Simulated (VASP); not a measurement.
Here is a VASP 6.6.1 calculation.

File INCAR:

```
SYSTEM = Al
ALGO = Normal
EDIFF = 1E-6
ENCUT = 520
GGA = PE
ISIF = 2
ISMEAR = 0
LASPH = .TRUE.
LCHARG = .FALSE.
LREAL = .FALSE.
LWAVE = .FALSE.
NBANDS = 8
NELM = 80
PREC = Accurate
SIGMA = 0.05
```

KPOINTS

```
k-points
0
G
  8 8 8
  0 0 0
```

The input POSCAR:

```
Al
1.0
   -1.6072425570      1.6072425570      1.6072425570
    1.6072425570     -1.6072425570      1.6072425570
    1.6072425570      1.6072425570     -1.6072425570
Al
1
Direct
    0.0000000000      0.0000000000      0.0000000000
```

Potentials or basis: VASP PAW PBE potentials, release 64 (Al).

Command:

```sh
$ cat potpaw_PBE.64/Al/POTCAR > POTCAR
$ mpirun -np 1 vasp_std > vasp.out
```

Task: What does it give for the pressure?

Result: 2.1 GPa.

Task: Estimate the band gap on the k mesh.

Result: None (metal or under the smearing width).
